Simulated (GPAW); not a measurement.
Runs of GPAW 26.7.0 on Cs2AgBiBr6. Symmetry: Fm-3m, No. 225, cubic system. Conventional cell: a = 11.232 Å, b = 11.232 Å, c = 11.232 Å, α = 90.00°, β = 90.00°, γ = 90.00°. Bi (site symmetry m-3m) has 6 Br at 2.81 Å as nearest neighbours. Cs (site symmetry -43m) has 12 Br at 3.97 Å as nearest neighbours. Around Ag (site symmetry m-3m) lie 6 Br at 2.80 Å. Br (site symmetry 4mm) is surrounded by 1 Ag at 2.80 Å and 1 Bi at 2.81 Å. 

| task | level | potentials or basis | U | cell | k mesh | cutoff (eV) | smearing | maxiter | optimizer | fmax | max steps | convergence | gap on the mesh (eV) | pressure (GPa) | relaxed volume (Å³/atom) | largest force (eV/Å) |
| --- | --- | --- | --- | --- | --- | --- | --- | --- | --- | --- | --- | --- | --- | --- | --- | --- |
| relaxation of cell and atoms | PBEsol | PAW data sets generated in the run's folder for this functional, pw | - | relaxed | 3 × 3 × 3 | 600 | fermi-dirac 0.05 eV | 150 | BFGS | 0.02 eV/Å | 60 | density=1e-05 forces=0.0001 | (b) | 0.0 | 35.08 | 0.01 |
| optical spectrum | PBE+U | GPAW PAW data sets (gpaw-data 1.2.1), pw | Ag d U = 4.0 eV | as given | 3 × 3 × 3 | 500 | fermi-dirac 0.001 eV | 150 | - | - | - | - | (a) | - | - | - |
| dielectric tensor | PBE+U | GPAW PAW data sets (gpaw-data 1.2.1), pw | Ag d U = 2.0 eV | as given | 4 × 4 × 4 | 400 | fermi-dirac 0.001 eV | 150 | - | - | - | - | (c) | - | - | - |
| single point | PBE | GPAW PAW data sets (gpaw-data 1.2.1), pw | - | as given | 3 × 3 × 3 | 500 | fermi-dirac 0.05 eV | 120 | - | - | - | default | 1.88 | 1.9 | - | 0.28 |
| single point | TB-mBJ | GPAW PAW data sets for LDA (gpaw-data 1.2.1), pw | - | as given | 3 × 3 × 3 | 600 | fermi-dirac 0.05 eV | 150 | - | - | - | - | 2.73 | - | - | - |
| optical spectrum | PBE+U | GPAW PAW data sets (gpaw-data 1.2.1), pw | Ag d U = 2.0 eV | as given | 3 × 3 × 3 | 500 | fermi-dirac 0.001 eV | 150 | - | - | - | - | 2.04 | - | - | - |
| relaxation of cell and atoms | revPBE | the program's PAW data sets (release 1.2.1) made for this functional, pw | - | relaxed | 3 × 3 × 3 | 600 | fermi-dirac 0.05 eV | 150 | BFGS | 0.02 eV/Å | 60 | density=1e-05 forces=0.0001 | 2.00 | 0.0 | 40.45 | - |
| dielectric tensor | PBE+U | GPAW PAW data sets (gpaw-data 1.2.1), pw | Ag d U = 4.0 eV | as given | 4 × 4 × 4 | 400 | fermi-dirac 0.001 eV | 150 | - | - | - | - | 1.58 | - | - | - |

Alike in all rows: no spin polarisation.

**Question.** Fill in the values left out.

**Answer.** (a) 2.17; (b) 1.73; (c) 1.42.

Caveats: spin-orbit coupling is left out, which as a rule narrows the gap of such compounds by several tenths of an eV; an odd mesh through Γ misses points on the zone boundary, where band edges often lie; the long-wavelength limit can be off by several per cent where d states take part (some runs); response on these states lacks terms of the Hamiltonian (some runs); later steps reuse the first step's grids (some runs); the cutoff is short for stress and forces, so pressures can be off by a GPa or more (some runs); a model potential gives levels but no total energy (some runs).

A k mesh can miss the band edges, and the runs leave out spin-orbit coupling on Ag, Bi, Br, Cs.

Not every run made on this cell is shown here.
